The volume change is the percentage by which a crystal's cell has grown or shrunk when its edges have been adjusted to remove the computed stress. Each run here starts from the same cell of cubic nickel disilicide, NiSi₂, and uses one gradient functional together with D3(BJ), an added attraction between pairs of atoms. The relaxed length a is the edge of the primitive cell, whose three edges are equal. Multiplied by √2, it gives the edge of the usual cube, 5.41 Å at the start.

Cell relaxations of NiSi₂ (Fm-3m, three-atom primitive cell) with GPAW 26.7.0, using plane-wave PAW DFT with D3(BJ) dispersion and collinear spins, without spin–orbit coupling. All runs use a 600 eV cutoff, a 9 × 9 × 9 k-point mesh and Fermi–Dirac smearing of 0.05 eV. Volume changes are relative to the starting cell, and a is the primitive-cell edge.

```csv
functional,potentials,volume change (%),relaxed length a (Å)
PBE,GPAW-PAW-data-sets-(gpaw-data-1.2.1),0.000,3.823
PBEsol,PAW-data-sets-made-by gpaw-setup-for-the-functional,-2.800,3.787
revPBE,GPAW-PAW-data-sets-(gpaw-data-1.2.1),-2.460,3.791
RPBE,GPAW-PAW-data-sets-(gpaw-data-1.2.1),-10.280,3.687
BLYP,PAW-data-sets-made-by gpaw-setup-for-the-functional,-0.700,3.814
```

The first row looks like perfect agreement, but PBE never moved the cell. The run met its loose stopping threshold at once, while the crystal was still being pulled inward with 0.46 GPa. Its length is therefore the one put in, and its zero can't be set beside the other rows as a prediction.

How much contraction was missed can be estimated from elasticity, since a small volume change is the starting stress divided by a stiffness. A least-squares line through zero for PBEsol, revPBE and BLYP, which did relax, gives a stiffness of 151 GPa. For PBE, which took no part in the fit, the missing change is 0.46/151, or about 0.3 % of the volume. The same line overshoots RPBE's contraction by 0.8 percentage points, as is reasonable for a crystal that stiffens under a large compression.

PBEsol and revPBE come next, with almost the same contraction. The gap between them, about 0.3 percentage points, is already present in the starting stresses, which pull inward with 4.3 GPa in PBEsol and 3.7 GPa in revPBE. The two runs use different PAW data sets, however, so it can't be credited to the functionals alone. The likeness is nevertheless instructive, because these functionals normally part company. Without dispersion, PBEsol tends to give smaller cells than PBE, and revPBE larger ones. Something has pulled revPBE in.

The RPBE row points to the likely cause, the D3 term. RPBE and revPBE have closely related exchange, both normally give large cells, and here they use the same family of data sets. Yet RPBE loses 10.3 % of the volume and revPBE only 2.5 %. Their D3 energies in the relaxed cells differ just as strikingly, 6.7 eV per NiSi₂ unit against 2.7 eV.

The reason lies in how strongly D3 is damped at short range. In its leading term, a pair of atoms at distance r contributes −C₆/(r⁶ + R⁶), where C₆ measures the strength of the attraction and R is a damping radius. A second term has the same form with eighth powers and a weight chosen for each functional. When r is well below R, the attraction levels off instead of growing steeply. The parameters behind R are also chosen for each functional, mainly from molecules, so that D3 complements what that functional already does.

In NiSi₂ the nearest nickel and silicon atoms are 4.4 bohr apart. With rough, recalled parameters, R is 5.6 bohr for RPBE and 8.0 bohr for revPBE. For this contact r⁶ + R⁶ is then about 3.7 × 10⁴ in RPBE and 27 × 10⁴ in revPBE, so the leading attraction is about seven times stronger in RPBE. The total D3 energies differ by a smaller factor, 2.5, because the difference in damping fades for more distant pairs and RPBE gives the second term less weight.

Adding both terms over the neighbour shells of the crystal, with one common C₆, reproduces the D3 energies relative to PBE to within about 5 %. RPBE comes out at 5.0 times the PBE value, as in the full calculation. This agreement shows where the size of the term comes from. It doesn't show that the term is right, since the same damping formula is built into the runs.

A large energy shrinks a cell only if it grows as the atoms approach. The pair sum says that it does: in the starting cell D3 pulls inward with some tens of GPa in RPBE, but only with several GPa in PBE and PBEsol. Taking this rough estimate from the computed stress leaves RPBE and revPBE with a similar outward push, and PBEsol with almost none. That is the familiar order of the functionals without dispersion, which D3 appears to have overturned. No run without D3 is available to confirm the split.

There is good reason to distrust so strong a pull in a metal. Mobile electrons screen the fluctuating dipoles that cause dispersion, whereas D3 adds up pairs without this metallic screening. Damping fitted mainly to molecules is also being used here at bonding distances inside a dense crystal. These arguments apply to every row, but they weigh most on RPBE, whose D3 term is by far the largest. That makes RPBE with D3(BJ) a poor choice for this cell, even though each ingredient may serve well elsewhere.

The last row carries the opposite warning. BLYP shrinks by only 0.7 %, yet its D3 energy is the second largest, 3.0 eV. The estimated split gives BLYP the strongest outward push of the five before D3 is added, so its small volume change probably comes from two large effects that nearly cancel. A length close to the starting one is therefore no proof of a sound description. Nor does the size of D3 alone rank the cells: PBEsol has the smallest D3 energy but contracts more than BLYP.

What these differences matter for depends on the purpose. The measured cube edge is roughly 5.4 Å, a recalled value. RPBE gives 5.21 Å and misses it clearly, while the other four, with PBE corrected for its missing contraction, lie between 5.36 and 5.40 Å. For a first structural model any of these four lengths will do, but so rough a reference can't choose the best among them.

A contact layer grown on silicon asks for more. The lattice mismatch between NiSi₂ and silicon is only about half a percent, again a recalled value, while the four acceptable edges already spread over 0.8 %. Taking the silicide from one functional and silicon from another could thus produce a strain that belongs to the method. Both crystals should be relaxed at the same level, and even then their errors need not cancel fully.

Cost gives little reason to prefer one row. All five are gradient functionals with the same mesh and cutoff, so one evaluation of the cell should take similar effort. RPBE, whose cell moved furthest and whose run used a different optimizer, needed five evaluations; PBEsol, revPBE and BLYP needed three, and PBE's single one reflects an unfinished job. The effort is best spent on completing PBE with a tighter threshold and on repeating PBE, revPBE and RPBE without D3. Each repeat should need only a few evaluations. Together they would show directly how far the added attraction shortens the cell with these three functionals, and so test the explanation given here for RPBE's strong contraction.
